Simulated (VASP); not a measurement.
Input of a VASP 6.6.1 run:

File INCAR:

```
ALGO     = Fast           # electronic algorithm
EDIFF    = 1E-6           # SCF threshold, eV
ENCUT    = 520            # plane-wave cutoff, eV
GGA      = PE             # functional
ISIF     = 2              # what is computed and relaxed
ISMEAR   = -1             # smearing method
IVDW     = 13             # dispersion correction
LASPH    = T              # aspherical terms in the spheres
LCHARG   = F              # write CHGCAR
LREAL    = F              # projectors in reciprocal space
LWAVE    = F              # write WAVECAR
NBANDS   = 20             # bands
NELM     = 60             # most SCF steps
PREC     = Accurate       # precision mode
SIGMA    = 0.05           # smearing width, eV
```

The input KPOINTS:

```
k-points
0
Gamma
  8 8 1
```

File POSCAR:

```
MoS2
1.0
    3.1610000000      0.0000000000      0.0000000000
   -1.5805000000      2.7375063014      0.0000000000
    0.0000000000      0.0000000000     21.1300000000
S Mo
2 1
Direct
    0.6666666667      0.3333333333      0.4259346900
    0.6666666667      0.3333333333      0.5740653100
    0.3333333333      0.6666666667      0.5000000000
```

Potentials or basis: VASP PAW PBE potentials, release 64 (S, Mo_sv).

Launch:

```sh
$ cat potpaw_PBE.64/S/POTCAR potpaw_PBE.64/Mo_sv/POTCAR > POTCAR
$ mpirun -np 1 vasp_std > vasp.out
```

Problem. Estimate the band gap on the k mesh.

Solution. 1.99 eV, indirect (least direct gap 2.06 eV).

Problem. What does it give for the largest force?

Solution. 0.050 eV/Å.

Problem. Predict the dispersion energy per atom.

Solution. -0.336 eV.

Forces in eV/Å, atoms in the order of the input:
```
S    0.000  0.000  0.050
S    0.000  0.000 -0.050
Mo   0.000  0.000  0.000
```

PBE gaps usually lie below the measured ones, often by a third to a half.
